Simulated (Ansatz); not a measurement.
Wanted: the native input for an Ansatz 0.2.0 run.

```
Task                                : band structure
Functional                          : PBE
Potentials or basis                 : Ansatz NC
Cutoff                              : 952 eV (not typed: the program's choice for these potentials)
k mesh                              : 9 × 9 × 1
Occupations                         : fermi-dirac, width 0.05 eV
Spin                                : no spin polarisation
Boundary along the surface normal   : dipole_correction
Path                                : [["G", "M", "K", "G"]]
Points for each segment of the path : 10
Miller                              : [0, 0, 1]
Bulk formula                        : In
```

In, a slab with vacuum:

```xyz
8
Lattice="3.3638 0.0000 0.0000 -1.6819 2.9132 0.0000 0.0000 0.0000 33.8995" Properties=species:S:1:pos:R:3 pbc="T T T"
In    0.0000    1.9421    7.5000
In    0.0000    0.0000   10.1999
In    1.6819    0.9711   12.8999
In    0.0000    0.0000   15.5998
In    0.0000    1.9421   18.2997
In    0.0000    0.0000   20.9996
In    1.6819    0.9711   23.6996
In    0.0000    0.0000   26.3995
```

The slab is cut from a database's or a generator's crystal, which needn't be the stable form of the element.

The cell isn't the ideal one: the (0 0 1) slab of In, cut from the database cell, not relaxed.

One way to write it, as run:

input.yaml

```yaml
crystal:
  lattice:
    - [3.363843863, 0.0, 0.0]
    - [-1.6819219315, 2.9131742397, 0.0]
    - [0.0, 0.0, 33.89948963]
  atoms:
    - { symbol: In, position: [0.33333333, 0.66666666, 0.2212422689] }
    - { symbol: In, position: [0.0, 0.0, 0.3008873349] }
    - { symbol: In, position: [0.66666667, 0.33333334, 0.380532401] }
    - { symbol: In, position: [0.0, 0.0, 0.460177467] }
    - { symbol: In, position: [0.33333333, 0.66666666, 0.539822533] }
    - { symbol: In, position: [0.0, 0.0, 0.619467599] }
    - { symbol: In, position: [0.66666667, 0.33333334, 0.6991126651] }
    - { symbol: In, position: [0.0, 0.0, 0.7787577311] }
hamiltonian:
  xc: pbe
  pseudopotentials: { kind: nc }
kpoints:
  mp_grid: { grid: [9, 9, 1] }
  band_path:
    path:
      - [0.0, 0.0, 0.0]
      - [0.5, 0.0, 0.0]
      - [0.3333333333, 0.3333333333, 0.0]
      - [0.0, 0.0, 0.0]
    npoints: 10
scf:
  occupations: { method: fermi_dirac, width: 0.05 }
  n_extra_bands: 20
output:
  forces: true
  eigenvalues: true
  fatbands: false
efield:
  axis: 3
  dipole_correction: true
  ramp_width: 0.04
```

Potentials or basis: Ansatz NC.

The run is started by

```console
$ ansatz run input.yaml --threads 4 --pin off --max-ram 11264MiB --backend cpu --events-out ev --progress --plain --runs-dir out
```

It gave:

```yaml
Largest_force: 0.109 eV/Å
Band_gap_on_the_k_mesh: none (metal or under the smearing width)
Work_function_of_the_upper_face: 3.81 eV
Work_function_of_the_lower_face: 3.82 eV
Dipole_across_the_slab: 0.000 e·Å
```

Caveat: spin-orbit coupling is left out, which moves the levels of the heavy elements.

Run time: 67 s on 4 threads of Arm Neoverse V2, with other jobs on the host, peak memory 2.6 GiB.
